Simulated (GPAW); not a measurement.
# CdTe (F-43m) in GPAW: notebook

Runs on CdTe. Level: PBE. Tasks: single point.

Program: GPAW 26.7.0. These are calculated values, not measurements. Logs are shortened: lines on timing, memory, paths and dates and some standing lists are left out, and cuts for length are marked. The log counts tension as positive stress, the text compression.

**The experiment to reproduce.**

From a printed reference work, data compilation, for a bulk crystal of CdTe at 0 K: band gap 1.607 eV.

The runs below are set against these values where they give the same quantity.

### Step 1. The structure

Symmetry: F-43m, No. 216, cubic system. The conventional cell has a = 6.410 Å, b = 6.410 Å, c = 6.410 Å, α = 90.00°, β = 90.00°, γ = 90.00°. Te (site symmetry -43m) is surrounded by 4 Cd at 2.78 Å. Cd (site symmetry -43m) has 4 Te at 2.78 Å as nearest neighbours.

### Step 2. Single point, PBE

Input file run.py:

```python
from ase.dft.bandgap import bandgap
from ase.io import read, write
from ase.units import Bohr, GPa
from gpaw import GPAW, PW
from gpaw.elf import elf_from_dft_calculation

atoms = read('CdTe.xyz')

calc = GPAW(mode=PW(600),
            xc='PBE',
            kpts={'size': (7, 7, 7), 'gamma': True},
            occupations={'name': 'methfessel-paxton', 'order': 0, 'width': 0.015},
            nbands=18,
            convergence={'density': 1e-05, 'energy': 1e-05},
            maxiter=150,
            txt='gpaw.txt')
atoms.calc = calc
energy = atoms.get_potential_energy()
forces = atoms.get_forces()
stress = atoms.get_stress()
calc.write('gs.gpw')
write('result.traj', atoms)
print(f'Energy: {energy:.6f} eV')
print('Forces (eV/A):')
print(forces.round(4))
print('Stress (GPa):', (stress / GPa).round(3))
print('Fermi level:', round(calc.get_fermi_level(), 4), 'eV')
print(f'Gap: {bandgap(calc)[0]:.4f} eV, direct: {bandgap(calc, direct=True)[0]:.4f} eV')

# fields on the real-space grid
write('density.cube', atoms, data=calc.get_pseudo_density() * Bohr**3)
write('potential.cube', atoms, data=calc.get_electrostatic_potential())
write('elf.cube', atoms, data=elf_from_dft_calculation(calc).data)
```

Input file CdTe.xyz:

```xyz
2
Lattice="0.0000000000 3.2050000000 3.2050000000 3.2050000000 0.0000000000 3.2050000000 3.2050000000 3.2050000000 0.0000000000" Properties=species:S:1:pos:R:3 pbc="T T T"
Te     4.8075000000      4.8075000000      4.8075000000
Cd     0.0000000000      0.0000000000      0.0000000000
```

Potentials or basis: GPAW PAW data sets (gpaw-data 1.2.1), pw.

The run is started by

```sh
OMP_NUM_THREADS=1 python run.py
```

gpaw.txt:

```text
__  _  _
 | _ |_)|_||  |
 |__||  | ||/\| - 26.7.0

Input parameters:
  mode=PW(ecut=600.0),
  convergence={'density': 1e-05, 'energy': 1e-05},
  kpts=MonkhorstPack(size=(7, 7, 7), gamma=True),
  maxiter=150,
  nbands=18,
  occupations=Occupations(name='methfessel-paxton', order=0, width=0.015),
  xc=XC(name='PBE')

Diagonalizing LCAO Hamiltonian
Converting LCAO to pw mode

                      Te

       Cd

Atoms  # Å, Bohr magnetons
|   | symbol |        x |        y |        z |    initial magnetic moments |
|---|--------|----------|----------|----------|-----------------------------|
| 0 |     Te | 4.807500 | 4.807500 | 4.807500 | ( 0.0000,  0.0000,  0.0000) |
| 1 |     Cd | 0.000000 | 0.000000 | 0.000000 | ( 0.0000,  0.0000,  0.0000) |

Unit cell  # Å
| periodic |        x |        y |        z |  lengths |    angles |
|----------|----------|----------|----------|----------|-----------|
|      yes | 0.000000 | 3.205000 | 3.205000 | 4.532554 | 60.000000 |
|      yes | 3.205000 | 0.000000 | 3.205000 | 4.532554 | 60.000000 |
|      yes | 3.205000 | 3.205000 | 0.000000 | 4.532554 | 60.000000 |

Number of symmetries: 24
Symmetry operations  # r_c * U_cc + t_c -> r_c
|    | kind |            matrix            |
|----|------|------------------------------|
|  0 |  E   |  1, 0, 0,  0, 1, 0,  0, 0, 1 |
|  1 |  σ   |  1, 0, 0,  0, 0, 1,  0, 1, 0 |
|  2 |  σ   |  1, 0,-1,  0, 1,-1,  0, 0,-1 |
|  3 |  C3  |  1, 0,-1,  0, 0,-1,  0, 1,-1 |
|  4 |  C3  |  1,-1, 0,  0,-1, 1,  0,-1, 0 |
|  5 |  σ   |  1,-1, 0,  0,-1, 0,  0,-1, 1 |
|  6 |  σ   |  0, 1, 0,  1, 0, 0,  0, 0, 1 |
|  7 |  C3  |  0, 1, 0,  0, 0, 1,  1, 0, 0 |
|  8 |  C2  |  0, 1,-1,  1, 0,-1,  0, 0,-1 |
|  9 |  S4  |  0, 1,-1,  0, 0,-1,  1, 0,-1 |
| 10 |  C3  |  0, 0, 1,  1, 0, 0,  0, 1, 0 |
| 11 |  σ   |  0, 0, 1,  0, 1, 0,  1, 0, 0 |
| 12 |  S4  |  0, 0,-1,  1, 0,-1,  0, 1,-1 |
| 13 |  C3  |  0, 0,-1,  0, 1,-1,  1, 0,-1 |
| 14 |  S4  |  0,-1, 1,  1,-1, 0,  0,-1, 0 |
| 15 |  C2  |  0,-1, 1,  0,-1, 0,  1,-1, 0 |
| 16 |  C3  |  0,-1, 0,  1,-1, 0,  0,-1, 1 |
| 17 |  S4  |  0,-1, 0,  0,-1, 1,  1,-1, 0 |
| 18 |  S4  | -1, 1, 0, -1, 0, 1, -1, 0, 0 |
| 19 |  C3  | -1, 1, 0, -1, 0, 0, -1, 0, 1 |
| 20 |  C3  | -1, 0, 1, -1, 1, 0, -1, 0, 0 |
| 21 |  S4  | -1, 0, 1, -1, 0, 0, -1, 1, 0 |
| 22 |  σ   | -1, 0, 0, -1, 1, 0, -1, 0, 1 |
| 23 |  C2  | -1, 0, 0, -1, 0, 1, -1, 1, 0 |

BZ-sampling:
  Number of BZ points: 343
  Number of IBZ points: 20

  Monkhorst-Pack size: [7, 7, 7]
  Monkhorst-Pack shift: [0, 0, 0]

K-points  # in reciprocal-cell coordinates
|     |                                coordinates |     weight |
|-----|--------------------------------------------|------------|
|   0 | (  0.00000000,   0.00000000,   0.00000000) | 0.00291545 |
|   1 | (  0.14285714,   0.14285714,   0.00000000) | 0.01749271 |
|   2 | (  0.14285714,   0.14285714,   0.14285714) | 0.02332362 |
|   3 | (  0.28571429,   0.14285714,   0.14285714) | 0.03498542 |
|   4 | (  0.28571429,   0.28571429,   0.00000000) | 0.01749271 |
|   5 | (  0.28571429,   0.28571429,   0.14285714) | 0.06997085 |
|   6 | (  0.28571429,   0.28571429,   0.28571429) | 0.02332362 |
|   7 | (  0.42857143,  -0.28571429,  -0.28571429) | 0.03498542 |
|   8 | (  0.42857143,   0.28571429,  -0.42857143) | 0.13994169 |
|   9 | (  0.42857143,   0.28571429,  -0.28571429) | 0.06997085 |
| ... |                                            |            |
|  19 | (  0.42857143,   0.42857143,   0.42857143) | 0.02332362 |

Plane wave coefficients: 2213
Cutoff: 600.0 eV

Spin-components: 1 (collinear spins)
Bands:           18
Projectors:      11
Spin-degeneracy: 2
Datatype:        complex128

Parallelization:
  kpt:    1
  domain: 1
  band:   1

Density:
  Valence electrons: 18.0
  Components: 1
  Grid points: [27 27 27]
  Charge: 0.0  # |e|

Potential:
  Grid points: [27 27 27]

species:
  Te:
    name:    Tellurium
    Z:       52.0
    valence: 6
    core:    46
    charge:  0.0  # [|e|]
    compensation charges:
      type: gauss
      rc: 0.36  # [Å]
      lmax: 2
    cutoffs:
      filter: 2.09  # [Å]
      core: 3.17  # [Å]
    projectors
    | kind |    occ | energy [eV] | rcut [Å] |
    |------|--------|-------------|----------|
    |   5s |  2.000 |     -15.089 |    1.180 |
    |   5p |  4.000 |      -5.955 |    1.196 |
    |    s |        |      12.123 |    1.180 |
    |    p |        |      21.256 |    1.196 |
    |    d |        |       0.000 |    1.238 |

    Using partial waves for Te as LCAO basis

  Cd:
    name:    Cadmium
    Z:       48.0
    valence: 12
    core:    36
    charge:  0.0  # [|e|]
    compensation charges:
      type: gauss
      rc: 0.38  # [Å]
      lmax: 2
    cutoffs:
      filter: 2.12  # [Å]
      core: 2.62  # [Å]
    projectors
    | kind |    occ | energy [eV] | rcut [Å] |
    |------|--------|-------------|----------|
    |   5s |  2.000 |      -5.655 |    1.191 |
    |   5p |  0.000 |      -1.186 |    1.228 |
    |   4d | 10.000 |     -11.739 |    1.164 |
    |    s |        |      21.556 |    1.191 |
    |    p |        |      26.026 |    1.228 |
    |    d |        |      15.473 |    1.164 |

    Using partial waves for Cd as LCAO basis

Reference energy: -336963.801770  # eV

eigensolver:
  PPCG
  Converge bands: occupied
  niter=2

density mixing:
  MSR1-Mixer
  Pratt-step length: 0.05
  Maximum mixing coefficient: 0.75
  Old densities: 10
  SVD Regularization: 0.005
  Good broyden scale: 1.0
  Trust region scale: 1.0
  Backstep threshold: 4.0
  History deletion threshold: 6.0
  Fourier metric: weight=20.0, sigma=0.015

occupation numbers:
  Methfessel-Paxton:
    width: 0.0150  # eV
    order: 0

poisson solver:
  ecut: 4800.0  # eV

xc functional:
  name: PBE with 2 nearest neighbor stencil

convergence criteria:
- Maximum integral of absolute [dens]ity change: 1e-05 electrons / valence electron
- Maximum [total energy] change in last 3 cyles: 1e-05 eV / valence electron
- Maximum integral of absolute [eigenst]ate change: 4e-08 eV^2 / valence electron
maximum number of iterations: 150

SCF iterations
|iter     | |      energy | eigst |  dens |
|---------|-|-------------|-------|-------|
|iter:   1| |   -5.224094 | -0.35 |       |
|iter:   2| |   -5.180484 | -2.35 | -1.25 |
|iter:   3| |   -5.012911 | -1.76 | -1.30 |
|iter:   4| |   -5.011878 | -3.30 | -1.78 |
|iter:   5| |   -5.011536 | -3.79 | -2.23 |
|iter:   6| |   -5.011576 | -5.47 | -2.93 |
|iter:   7| |   -5.011580c| -6.69 | -3.55 |
|iter:   8| |   -5.011580c| -7.82c| -4.44 |
|iter:   9| |   -5.011580c| -8.39c| -5.29c|

Converged in 9 steps
Energy contributions relative to reference atoms: (reference = -336963.801770)

Energy contributions:
  Kinetic:          22.188491
  Coulomb:         -20.046600
  Zero:              0.257853
  External:          0.000000
  Xc:               -7.411324
  Entropy:          -0.000000
  Spinorbit:         0.000000
  ----------------------------
  Free energy:      -5.011580
  Extrapolated:     -5.011580

dipole moment: (-16.516115, -16.516115, -16.516115)  # |e|*Ang

Fermi level: 4.434
Eigenvalues  # (at kpt = [0.000, 0.000, 0.000])
| band index |      eig [eV] | occ [0-2] |
|------------|---------------|-----------|
|          0 |        -7.269 |     2.000 |
|          1 |        -4.271 |     2.000 |
|          2 |        -4.271 |     2.000 |
|          3 |        -4.271 |     2.000 |
|          4 |        -3.983 |     2.000 |
|          5 |        -3.983 |     2.000 |
|          6 |         4.087 |     2.000 |
|          7 |         4.087 |     2.000 |
|          8 |         4.087 |     2.000 |
|          9 |         4.958 |     0.000 |
|         10 |         8.660 |     0.000 |
|         11 |         8.660 |     0.000 |
|         12 |         8.660 |     0.000 |
|         13 |        11.599 |     0.000 |
|         14 |        13.622 |     0.000 |
|         15 |        13.622 |     0.000 |
|         16 |        14.187 |     0.000 |
|         17 |        14.187 |     0.000 |

Gap: 0.871 eV
Transition (v -> c):
  (s=0, k=0, n=8, [0.00, 0.00, 0.00]) -> (s=0, k=0, n=9, [0.00, 0.00, 0.00])
No difference between direct/indirect transitions

Forces  # eV/Ang
|        x |        y |        z |
|----------|----------|----------|
| -0.00000 |  0.00000 |  0.00000 |  # Te   0
| -0.00000 | -0.00000 | -0.00000 |  # Cd   1

Stress tensor  # eV/Ang^3
|         x |         y |         z |
|-----------|-----------|-----------|
| -0.023806 |  0.000000 | -0.000000 |
|  0.000000 | -0.023806 |  0.000000 |
| -0.000000 |  0.000000 | -0.023806 |

# Writing to gs.gpw (mode='')
```

It took 14 s on 1 thread of Arm Neoverse V2, shared host; peak memory 0.17 GiB.

What came out:

| Property | Result |
| --- | --- |
| Free energy | -5.0116 eV |
| Pressure | 3.8 GPa |
| Band gap on the k mesh | 0.87 eV, direct |

Levels at points of the mesh, in eV from the valence-band top:
```tsv
k point	band 7	band 8	band 9	band 10	band 11	band 12
(0.00, 0.00, 0.00)	0.00	0.00	0.00	0.87	4.57	4.57
```

Caveat: spin-orbit coupling is left out, which moves the levels of the heavy elements.

### Step 3. Single point, PBE

Input file run.py:

```python
from ase import Atoms
from ase.dft.bandgap import bandgap
from ase.io import write
from ase.units import GPa
from gpaw import GPAW, PW

atoms = Atoms(['Te', 'Cd'],
              cell=[[0.0, 3.205, 3.205],
                    [3.205, 0.0, 3.205],
                    [3.205, 3.205, 0.0]],
              scaled_positions=[[0.75, 0.75, 0.75],
                                [0.0, 0.0, 0.0]],
              pbc=True)

calc = GPAW(mode=PW(600),
            xc='PBE',
            kpts={'size': (7, 7, 7), 'gamma': True},
            occupations={'name': 'methfessel-paxton', 'order': 0, 'width': 0.016},
            nbands=18,
            convergence={'density': 1e-05, 'energy': 1e-05},
            maxiter=150,
            txt='gpaw.txt')
atoms.calc = calc
energy = atoms.get_potential_energy()
forces = atoms.get_forces()
stress = atoms.get_stress()
calc.write('gs.gpw')
write('result.traj', atoms)
print(f'Energy: {energy:.6f} eV')
print('Forces (eV/A):')
print(forces.round(4))
print('Stress (GPa):', (stress / GPa).round(3))
print('Fermi level:', round(calc.get_fermi_level(), 4), 'eV')
print(f'Gap: {bandgap(calc)[0]:.4f} eV, direct: {bandgap(calc, direct=True)[0]:.4f} eV')
```

Potentials or basis: GPAW PAW data sets (gpaw-data 1.2.1), pw.

The run is started by

```sh
OMP_NUM_THREADS=1 python run.py
```

gpaw.txt:

```text
__  _  _
 | _ |_)|_||  |
 |__||  | ||/\| - 26.7.0

Input parameters:
  mode=PW(ecut=600.0),
  convergence={'density': 1e-05, 'energy': 1e-05},
  kpts=MonkhorstPack(size=(7, 7, 7), gamma=True),
  maxiter=150,
  nbands=18,
  occupations=Occupations(name='methfessel-paxton', order=0, width=0.016),
  xc=XC(name='PBE')

Diagonalizing LCAO Hamiltonian
Converting LCAO to pw mode

                      Te

       Cd

Atoms  # Å, Bohr magnetons
|   | symbol |        x |        y |        z |    initial magnetic moments |
|---|--------|----------|----------|----------|-----------------------------|
| 0 |     Te | 4.807500 | 4.807500 | 4.807500 | ( 0.0000,  0.0000,  0.0000) |
| 1 |     Cd | 0.000000 | 0.000000 | 0.000000 | ( 0.0000,  0.0000,  0.0000) |

Unit cell  # Å
| periodic |        x |        y |        z |  lengths |    angles |
|----------|----------|----------|----------|----------|-----------|
|      yes | 0.000000 | 3.205000 | 3.205000 | 4.532554 | 60.000000 |
|      yes | 3.205000 | 0.000000 | 3.205000 | 4.532554 | 60.000000 |
|      yes | 3.205000 | 3.205000 | 0.000000 | 4.532554 | 60.000000 |

Number of symmetries: 24
Symmetry operations  # r_c * U_cc + t_c -> r_c
|    | kind |            matrix            |
|----|------|------------------------------|
|  0 |  E   |  1, 0, 0,  0, 1, 0,  0, 0, 1 |
|  1 |  σ   |  1, 0, 0,  0, 0, 1,  0, 1, 0 |
|  2 |  σ   |  1, 0,-1,  0, 1,-1,  0, 0,-1 |
|  3 |  C3  |  1, 0,-1,  0, 0,-1,  0, 1,-1 |
|  4 |  C3  |  1,-1, 0,  0,-1, 1,  0,-1, 0 |
|  5 |  σ   |  1,-1, 0,  0,-1, 0,  0,-1, 1 |
|  6 |  σ   |  0, 1, 0,  1, 0, 0,  0, 0, 1 |
|  7 |  C3  |  0, 1, 0,  0, 0, 1,  1, 0, 0 |
|  8 |  C2  |  0, 1,-1,  1, 0,-1,  0, 0,-1 |
|  9 |  S4  |  0, 1,-1,  0, 0,-1,  1, 0,-1 |
| 10 |  C3  |  0, 0, 1,  1, 0, 0,  0, 1, 0 |
| 11 |  σ   |  0, 0, 1,  0, 1, 0,  1, 0, 0 |
| 12 |  S4  |  0, 0,-1,  1, 0,-1,  0, 1,-1 |
| 13 |  C3  |  0, 0,-1,  0, 1,-1,  1, 0,-1 |
| 14 |  S4  |  0,-1, 1,  1,-1, 0,  0,-1, 0 |
| 15 |  C2  |  0,-1, 1,  0,-1, 0,  1,-1, 0 |
| 16 |  C3  |  0,-1, 0,  1,-1, 0,  0,-1, 1 |
| 17 |  S4  |  0,-1, 0,  0,-1, 1,  1,-1, 0 |
| 18 |  S4  | -1, 1, 0, -1, 0, 1, -1, 0, 0 |
| 19 |  C3  | -1, 1, 0, -1, 0, 0, -1, 0, 1 |
| 20 |  C3  | -1, 0, 1, -1, 1, 0, -1, 0, 0 |
| 21 |  S4  | -1, 0, 1, -1, 0, 0, -1, 1, 0 |
| 22 |  σ   | -1, 0, 0, -1, 1, 0, -1, 0, 1 |
| 23 |  C2  | -1, 0, 0, -1, 0, 1, -1, 1, 0 |

BZ-sampling:
  Number of BZ points: 343
  Number of IBZ points: 20

  Monkhorst-Pack size: [7, 7, 7]
  Monkhorst-Pack shift: [0, 0, 0]

K-points  # in reciprocal-cell coordinates
|     |                                coordinates |     weight |
|-----|--------------------------------------------|------------|
|   0 | (  0.00000000,   0.00000000,   0.00000000) | 0.00291545 |
|   1 | (  0.14285714,   0.14285714,   0.00000000) | 0.01749271 |
|   2 | (  0.14285714,   0.14285714,   0.14285714) | 0.02332362 |
|   3 | (  0.28571429,   0.14285714,   0.14285714) | 0.03498542 |
|   4 | (  0.28571429,   0.28571429,   0.00000000) | 0.01749271 |
|   5 | (  0.28571429,   0.28571429,   0.14285714) | 0.06997085 |
|   6 | (  0.28571429,   0.28571429,   0.28571429) | 0.02332362 |
|   7 | (  0.42857143,  -0.28571429,  -0.28571429) | 0.03498542 |
|   8 | (  0.42857143,   0.28571429,  -0.42857143) | 0.13994169 |
|   9 | (  0.42857143,   0.28571429,  -0.28571429) | 0.06997085 |
| ... |                                            |            |
|  19 | (  0.42857143,   0.42857143,   0.42857143) | 0.02332362 |

Plane wave coefficients: 2213
Cutoff: 600.0 eV

Spin-components: 1 (collinear spins)
Bands:           18
Projectors:      11
Spin-degeneracy: 2
Datatype:        complex128

Parallelization:
  kpt:    1
  domain: 1
  band:   1

Density:
  Valence electrons: 18.0
  Components: 1
  Grid points: [27 27 27]
  Charge: 0.0  # |e|

Potential:
  Grid points: [27 27 27]

species:
  Te:
    name:    Tellurium
    Z:       52.0
    valence: 6
    core:    46
    charge:  0.0  # [|e|]
    compensation charges:
      type: gauss
      rc: 0.36  # [Å]
      lmax: 2
    cutoffs:
      filter: 2.09  # [Å]
      core: 3.17  # [Å]
    projectors
    | kind |    occ | energy [eV] | rcut [Å] |
    |------|--------|-------------|----------|
    |   5s |  2.000 |     -15.089 |    1.180 |
    |   5p |  4.000 |      -5.955 |    1.196 |
    |    s |        |      12.123 |    1.180 |
    |    p |        |      21.256 |    1.196 |
    |    d |        |       0.000 |    1.238 |

    Using partial waves for Te as LCAO basis

  Cd:
    name:    Cadmium
    Z:       48.0
    valence: 12
    core:    36
    charge:  0.0  # [|e|]
    compensation charges:
      type: gauss
      rc: 0.38  # [Å]
      lmax: 2
    cutoffs:
      filter: 2.12  # [Å]
      core: 2.62  # [Å]
    projectors
    | kind |    occ | energy [eV] | rcut [Å] |
    |------|--------|-------------|----------|
    |   5s |  2.000 |      -5.655 |    1.191 |
    |   5p |  0.000 |      -1.186 |    1.228 |
    |   4d | 10.000 |     -11.739 |    1.164 |
    |    s |        |      21.556 |    1.191 |
    |    p |        |      26.026 |    1.228 |
    |    d |        |      15.473 |    1.164 |

    Using partial waves for Cd as LCAO basis

Reference energy: -336963.801770  # eV

eigensolver:
  PPCG
  Converge bands: occupied
  niter=2

density mixing:
  MSR1-Mixer
  Pratt-step length: 0.05
  Maximum mixing coefficient: 0.75
  Old densities: 10
  SVD Regularization: 0.005
  Good broyden scale: 1.0
  Trust region scale: 1.0
  Backstep threshold: 4.0
  History deletion threshold: 6.0
  Fourier metric: weight=20.0, sigma=0.015

occupation numbers:
  Methfessel-Paxton:
    width: 0.0160  # eV
    order: 0

poisson solver:
  ecut: 4800.0  # eV

xc functional:
  name: PBE with 2 nearest neighbor stencil

convergence criteria:
- Maximum integral of absolute [dens]ity change: 1e-05 electrons / valence electron
- Maximum [total energy] change in last 3 cyles: 1e-05 eV / valence electron
- Maximum integral of absolute [eigenst]ate change: 4e-08 eV^2 / valence electron
maximum number of iterations: 150

SCF iterations
|iter     | |      energy | eigst |  dens |
|---------|-|-------------|-------|-------|
|iter:   1| |   -5.224094 | -0.35 |       |
|iter:   2| |   -5.180484 | -2.35 | -1.25 |
|iter:   3| |   -5.012911 | -1.76 | -1.30 |
|iter:   4| |   -5.011878 | -3.30 | -1.78 |
|iter:   5| |   -5.011536 | -3.79 | -2.23 |
|iter:   6| |   -5.011576 | -5.47 | -2.93 |
|iter:   7| |   -5.011580c| -6.69 | -3.55 |
|iter:   8| |   -5.011580c| -7.82c| -4.44 |
|iter:   9| |   -5.011580c| -8.39c| -5.29c|

Converged in 9 steps
Energy contributions relative to reference atoms: (reference = -336963.801770)

Energy contributions:
  Kinetic:          22.188491
  Coulomb:         -20.046600
  Zero:              0.257853
  External:          0.000000
  Xc:               -7.411324
  Entropy:          -0.000000
  Spinorbit:         0.000000
  ----------------------------
  Free energy:      -5.011580
  Extrapolated:     -5.011580

dipole moment: (-16.516115, -16.516115, -16.516115)  # |e|*Ang

Fermi level: 4.434
Eigenvalues  # (at kpt = [0.000, 0.000, 0.000])
| band index |      eig [eV] | occ [0-2] |
|------------|---------------|-----------|
|          0 |        -7.269 |     2.000 |
|          1 |        -4.271 |     2.000 |
|          2 |        -4.271 |     2.000 |
|          3 |        -4.271 |     2.000 |
|          4 |        -3.983 |     2.000 |
|          5 |        -3.983 |     2.000 |
[... 10 lines left out ...]
|         16 |        14.187 |     0.000 |
|         17 |        14.187 |     0.000 |

Gap: 0.871 eV
Transition (v -> c):
  (s=0, k=0, n=8, [0.00, 0.00, 0.00]) -> (s=0, k=0, n=9, [0.00, 0.00, 0.00])
No difference between direct/indirect transitions

Forces  # eV/Ang
|        x |        y |        z |
|----------|----------|----------|
| -0.00000 |  0.00000 |  0.00000 |  # Te   0
| -0.00000 | -0.00000 | -0.00000 |  # Cd   1

Stress tensor  # eV/Ang^3
|         x |         y |         z |
|-----------|-----------|-----------|
| -0.023806 |  0.000000 | -0.000000 |
|  0.000000 | -0.023806 |  0.000000 |
| -0.000000 |  0.000000 | -0.023806 |

# Writing to gs.gpw (mode='')
```

Run time: 14 s. Hardware: 1 thread of Arm Neoverse V2, shared host; peak memory 0.17 GiB.

What came out:

| Property | Result |
| --- | --- |
| Free energy | -5.0116 eV |
| Pressure | 3.8 GPa |
| Band gap on the k mesh | 0.87 eV, direct |

Caveat: spin-orbit coupling is left out, which moves the levels of the heavy elements.

(Part 1 of 2 ends here.)
